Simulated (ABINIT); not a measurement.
MgS:

```
CELL_PARAMETERS angstrom
0.00000 2.83312 2.83312
2.83312 0.00000 2.83312
2.83312 2.83312 0.00000
ATOMIC_POSITIONS crystal
S 0.25000 0.25000 0.25000
Mg 0.00000 0.00000 0.00000
```

The cell comes from a database or a generator and needn't be the stable form of this composition.

Base run:

```yaml
Program: ABINIT 10.8.3 (patched build)
Functional: PBEsol
Potentials_or_basis: PseudoDojo NC SR PBEsol v0.4.1 standard
Cutoff: 1034 eV
k_mesh: 6 × 6 × 6
Occupations: fermi-dirac, width 0.05 eV
Spin: no spin polarisation
```

Its results: band gap on the k mesh 3.28 eV, direct; pressure -0.8 GPa.

**Question.** The run is repeated on the same cell with these changes: functional from PBEsol to LDA; potentials or basis from PseudoDojo NC SR PBEsol v0.4.1 standard to PseudoDojo NC SR LDA v0.4.1 standard; cutoff from 1034 eV to 1088 eV. What comes out?

**Answer.** Band gap on the k mesh 3.17 eV, direct; pressure -2.2 GPa.

A k mesh can miss the band edges.

Not every run made on this cell is shown here.
